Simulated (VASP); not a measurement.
# TePb (Fm-3m) in VASP: notebook

Runs on TePb. Level: PBE. Tasks: single point.

Everything below comes from runs of VASP 6.6.1. Logs are shortened: lines on timing, memory, paths and dates and some standing lists are left out, and cuts for length are marked.

**1. Starting point**

The structure is cubic, space group Fm-3m (No. 225). The conventional cell has a = 6.462 Å, b = 6.462 Å, c = 6.462 Å, α = 90.00°, β = 90.00°, γ = 90.00°. Pb (site symmetry m-3m) has 6 Te at 3.23 Å as nearest neighbours. Te (site symmetry m-3m) is surrounded by 6 Pb at 3.23 Å.

**2. Single point, PBE**

INCAR

```
SYSTEM = TePb
ADDGRID = .False.
ALGO = Normal
EDIFF = 1E-7
ENCUT = 520
GGA = PE
ISIF = 2
ISMEAR = 0
LASPH = .True.
LCHARG = .False.
LREAL = Auto
LWAVE = .False.
NELM = 100
PREC = Accurate
SIGMA = 0.05
```

KPOINTS

```
k-points
0
Gamma
  9 9 9
  0 0 0
```

POSCAR

```
TePb
1.0
    0.0000000000      3.2310000000      3.2310000000
    3.2310000000      0.0000000000      3.2310000000
    3.2310000000      3.2310000000      0.0000000000
Pb Te
1 1
Direct
   -0.0068530000      0.0005720000     -0.0056850000
    0.5279490000      0.4690950000      0.5208160000
```

Potentials or basis: VASP PAW PBE potentials, release 64 (Pb_d, Te).

Command:

```bash
> cat potpaw_PBE.64/Pb_d/POTCAR potpaw_PBE.64/Te/POTCAR > POTCAR
> mpirun -np 1 vasp_std > vasp.out
```

OUTCAR:

```text
SYSTEM = TePb
   EDIFF = 1E-7
   ENCUT = 520
   GGA = PE
   ISIF = 2
   ISMEAR = 0
   LASPH = .True.
   LREAL = Auto
   NELM = 100
   PREC = Accurate

 Found    365 irreducible k-points:

 Following reciprocal coordinates:
            Coordinates               Weight
  0.000000  0.000000  0.000000      1.000000
  0.111111  0.000000  0.000000      2.000000
  0.000000  0.111111  0.000000      2.000000
  0.000000  0.000000  0.111111      2.000000
  0.111111  0.111111  0.111111      2.000000
  0.222222  0.000000  0.000000      2.000000
   k-points           NKPTS =    365   k-points in BZ     NKDIM =    365   number of bands    NBANDS=     14
   number of dos      NEDOS =    301   number of ions     NIONS =      2
   total plane-waves  NPLWV =  46656
   dimension x,y,z NGX =    36 NGY =   36 NGZ =   36
   dimension x,y,z NGXF=    72 NGYF=   72 NGZF=   72
   ions per type =               1   1
   NGX,Y,Z   is equivalent  to a cutoff of  13.10, 13.10, 13.10 a.u.
   NGXF,Y,Z  is equivalent  to a cutoff of  26.20, 26.20, 26.20 a.u.
 SYSTEM =  TePb
   PREC   = accura    normal or accurate (medium, high low for compatibility)
   ISTART =      0    job   : 0-new  1-cont  2-samecut
   ICHARG =      2    charge: 1-file 2-atom 10-const
   ISPIN  =      1    spin polarized calculation?
   LNONCOLLINEAR =      F non collinear calculations
   LSORBIT =      F    spin-orbit coupling
   LASPH  =      T    aspherical Exc in radial PAW
   ENCUT  =  520.0 eV  38.22 Ry    6.18 a.u.   8.50  8.50  8.50*2*pi/ulx,y,z
   NELM   =    100;   NELMIN=  2; NELMDL= -5     # of ELM steps
   EDIFF  = 0.1E-06   stopping-criterion for ELM
   LREAL  =      T    real-space projection
   EDIFFG = 0.1E-05   stopping-criterion for IOM
   NSW    =      0    number of steps for IOM
   IBRION =     -1    ionic relax: 0-MD 1-quasi-New 2-CG
   NFREE  =      0    steps in history (QN), initial steepest desc. (CG)
   ISIF   =      2    stress and relaxation
   ISYM   =      2    0-nonsym 1-usesym 2-fastsym
   POTIM  = 0.5000    time-step for ionic-motion
   TEBEG  =    0.0;   TEEND  =   0.0 temperature during run
   PSTRESS=    0.0 pullay stress
   NELECT =      20.0000    total number of electrons
   NUPDOWN=      -1.0000    fix difference up-down
   EMIN   =  10.00;   EMAX   =-10.00  energy-range for DOS
   EFERMI =   0.00;   METHOD = LEGACY
   ISMEAR =     0;   SIGMA  =   0.05  broadening in eV -4-tet -1-fermi 0-gaus
   EFERMI_NEDOS =   21; number of points for ismear=-14 and -15
   IALGO  =     38    algorithm
   IMIX   =      4    mixing-type and parameters
     AMIX     =   0.40;   BMIX     =  1.00
     AMIX_MAG =   1.60;   BMIX_MAG =  1.00
  volume/ion in A,a.u.               =      33.73       227.62
  Fermi-wavevector in a.u.,A,eV,Ry     =   1.091619  2.062861 16.213147  1.191633
  Thomas-Fermi vector in A             =   2.227868
   LORBIT       =      0    0 simple, 1 ext, 2 COOP (PROOUT), +10 PAW based schemes
   GGA     = PE    functional components
   LHFCALC =     F    Hartree Fock is set to
   AEXX    =    0.0000 exact exchange contribution
   IVDW    =     0    specifies the selected vdW correction
   LEPSILON=     F    determine dielectric tensor
   LRPA    =     F    only Hartree local field effects (RPA)
 non-spin polarized calculation
 Gauss-broadening in eV      SIGMA  =   0.05
  energy-cutoff  :      520.00
  volume of cell :       67.46
 maximum number of plane-waves:      1853
 NGX is ok and might be reduce to    36
   NGX = 17   NGY = 17   NGZ = 17

 number of electron      20.0000000 magnetization

 Free energy of the ion-electron system (eV)
  ---------------------------------------------------
  ext. energy  EPLUGINS =         0.00000000
  ---------------------------------------------------
  free energy    TOTEN  =        -7.48371162 eV

  energy without entropy =       -7.48371162  energy(sigma->0) =       -7.48371162

 E-fermi :   5.7690     XC(G=0):  -9.2918

 val. band max:        5.5076448593   @ k =   0.0000   0.0000   0.4444
 cond. band min:       6.5483512896   @ k =   0.0000   0.0000   0.4444
 fundamental gap:      1.0407064303
 Fermi energy:         5.7689858784

 k-point     1 :       0.0000    0.0000    0.0000
  band No.  band energies     occupation
      1     -11.0725      2.00000
      2     -11.0723      2.00000
      3     -11.0639      2.00000
      4     -11.0580      2.00000
      5     -11.0580      2.00000
      6      -6.4338      2.00000
      7       0.0643      2.00000
      8       4.2110      2.00000
      9       4.3052      2.00000
     10       4.3069      2.00000
     11       9.4987      0.00000
     12       9.5017      0.00000
     13       9.7758      0.00000
     14      11.4252      0.00000

 k-point     2 :       0.1111    0.0000    0.0000
  band No.  band energies     occupation
      1     -11.0740      2.00000
      2     -11.0739      2.00000
      3     -11.0628      2.00000
      4     -11.0571      2.00000
      5     -11.0563      2.00000
      6      -6.3284      2.00000
      7      -0.2879      2.00000
      8       4.2459      2.00000
      9       4.3326      2.00000
     10       4.4908      2.00000
     11       8.9333      0.00000
     12       9.0895      0.00000
     13       9.3245      0.00000
     14      11.2970      0.00000
[... 37 lines left out ...]
      1     -11.0740      2.00000
      2     -11.0739      2.00000
      3     -11.0628      2.00000
      4     -11.0571      2.00000
      5     -11.0563      2.00000
      6      -6.3279      2.00000
      7      -0.2900      2.00000
      8       4.2514      2.00000
      9       4.3331      2.00000
     10       4.4862      2.00000
     11       8.9331      0.00000
     12       9.0937      0.00000
     13       9.3281      0.00000
     14      11.2830      0.00000

 k-point     6 :       0.2222    0.0000    0.0000
  band No.  band energies     occupation
      1     -11.0788      2.00000
      2     -11.0779      2.00000
      3     -11.0606      2.00000
      4     -11.0534      2.00000
      5     -11.0513      2.00000
      6      -6.0227      2.00000
      7      -1.1146      2.00000
      8       4.3242      2.00000
      9       4.4189      2.00000
     10       4.8693      2.00000
     11       7.9593      0.00000
     12       8.2550      0.00000
     13       8.4445      0.00000
     14      11.4260      0.00000

 [... further k-points ...]

------------------------ aborting loop because EDIFF is reached ----------------------------------------

  FORCE on cell =-STRESS in cart. coord.  units (eV):
  Direction    XX          YY          ZZ          XY          YZ          ZX
  --------------------------------------------------------------------------------------
  -------------------------------------------------------------------------------------
  Total        0.8675779      1.5209777      0.8720981     -0.0076609      0.0080307     -0.0014240
  in kB       20.6052647     36.1237277     20.7126202     -0.1819495      0.1907327     -0.0338211
  external PRESSURE =      25.8138708 kB  Pullay stress =       0.0000000 kB

 VOLUME and BASIS-vectors are now :
 -----------------------------------------------------------------------------
  energy-cutoff  :      520.00
  volume of cell :       67.46
      direct lattice vectors                 reciprocal lattice vectors
     0.000000000  3.231000000  3.231000000    -0.154750851  0.154750851  0.154750851
     3.231000000  0.000000000  3.231000000     0.154750851 -0.154750851  0.154750851
     3.231000000  3.231000000  0.000000000     0.154750851  0.154750851 -0.154750851

 POSITION                                       TOTAL-FORCE (eV/Angst)
 -----------------------------------------------------------------------------------
      3.21448      6.42149      3.21071        -0.014336      0.245128      0.009872
      3.19840      3.38856      3.22145         0.014336     -0.245128     -0.009872
 -----------------------------------------------------------------------------------
    total drift:                               -0.003986     -0.003499     -0.004386

  FREE ENERGIE OF THE ION-ELECTRON SYSTEM (eV)
  ---------------------------------------------------
  free  energy   TOTEN  =        -7.4837116244 eV

  energy  without entropy=       -7.4837116244  energy(sigma->0) =       -7.48371162
```

stdout:

```text
POSCAR found type information on POSCAR PbTe
 POSCAR found :  2 types and       2 ions
 scaLAPACK will be used
 -----------------------------------------------------------------------------
|                                                                             |
|                                                                             |
|     You have a (more or less) 'small supercell' and for smaller cells       |
|     it is recommended to use the reciprocal-space projection scheme!        |
|     The real-space optimization is not efficient for small cells and it     |
|     is also less accurate ...                                               |
|     Therefore, set LREAL=.FALSE. in the INCAR file.                         |
|                                                                             |
 -----------------------------------------------------------------------------

 LDA part: xc-table for (Slater+PW92), standard interpolation
 POSCAR, INCAR and KPOINTS ok, starting setup
 FFT: planning ... GRIDC
 FFT: planning ... GRID_SOFT
 FFT: planning ... GRID
 WAVECAR not read
 entering main loop
```

Wall time 7.2 min (1 thread of Intel Xeon Platinum 8488C (Sapphire Rapids), shared host); peak memory 0.36 GiB.

These settings aren't checked as converged: the numbers below hold their error.

What came out:

```
Free energy            : -7.4837 eV
Pressure               : 2.6 GPa
Largest force          : 0.246 eV/Å
Band gap on the k mesh : 1.04 eV, direct
```

Caveat: spin-orbit coupling is left out, which as a rule narrows the gap of such compounds by several tenths of an eV; an odd mesh through Γ misses points on the zone boundary, where band edges often lie.

**3. Single point, PBE**

Changes to INCAR since step 2:

```diff
@@ -3,3 +3,3 @@
 ALGO = Normal
-EDIFF = 1E-7
+EDIFF = 1E-5
 ENCUT = 520
@@ -10,3 +10,3 @@
 LCHARG = .False.
-LREAL = Auto
+LREAL = .False.
 LWAVE = .False.
```

KPOINTS is that of step 2.

POSCAR

```
TePb
1.0
    0.0000000000      3.2310000000      3.2310000000
    3.2310000000      0.0000000000      3.2310000000
    3.2310000000      3.2310000000      0.0000000000
Pb Te
1 1
Direct
    0.0000000000      0.0000000000      0.0000000000
    0.5000000000      0.5000000000      0.5000000000
```

Potentials or basis: VASP PAW PBE potentials, release 64 (Pb_d, Te).

Command:

```bash
> cat potpaw_PBE.64/Pb_d/POTCAR potpaw_PBE.64/Te/POTCAR > POTCAR
> mpirun -np 1 vasp_std > vasp.out
```

Wall time 23 s (1 thread of Intel Xeon Platinum 8488C (Sapphire Rapids), shared host); peak memory 0.22 GiB.

These settings aren't checked as converged: the numbers below hold their error.

Results:

```yaml
Free_energy: -7.5018 eV
Pressure: 2.1 GPa
```

Caveat: this odd mesh misses L, where the gap lies, so gap, dielectric constants and Born charges aren't listed.
